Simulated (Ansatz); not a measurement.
A (111) slab of relaxed bulk Au (Fm-3m, 17.97 Å³/atom, gap on the mesh 0.00 eV), 4 planes in a 6×1 cell with the lowest 2 held; added atoms sit on lattice sites of the next plane. A dipole correction is on. The surface energy is the mean of the held and the free face; step energies are per length and the mean of the stripe's two steps, which run along the shortest translation of the plane; step and island energies count from the flat slab and bulk atoms.

All numbers below come from Ansatz 0.2.0, DFT PBE, scalar-relativistic, plane waves, PAW.

Cutoff 420 eV, Gaussian smearing of 0.10 eV, energies at zero smearing, symmetry of each start kept, no spin polarisation.

```json
{"start": "flat slab", "atoms": "24", "k mesh": "2×12×1", "surface energy (J/m²)": "0.74", "step energy (meV/Å)": "-"}
{"start": "stripe of 2 atoms", "atoms": "26", "k mesh": "2×12×1", "surface energy (J/m²)": "-", "step energy (meV/Å)": "71"}
{"start": "stripe of 3 atoms", "atoms": "27", "k mesh": "2×12×1", "surface energy (J/m²)": "-", "step energy (meV/Å)": "67"}
```

A dash: not computed, or not clear enough to read.

Zero in every row: gap on the mesh (eV).

Spin-orbit coupling is left out, which matters for the bands of heavy elements.

Small energy differences in metals hang on the k mesh (about 10 mJ/m² or 1 to 2 meV/atom on the mesh of the relaxation).

Cost: 3 runs of about 110 core-minutes in all, on Arm Neoverse V2 (shared hosts).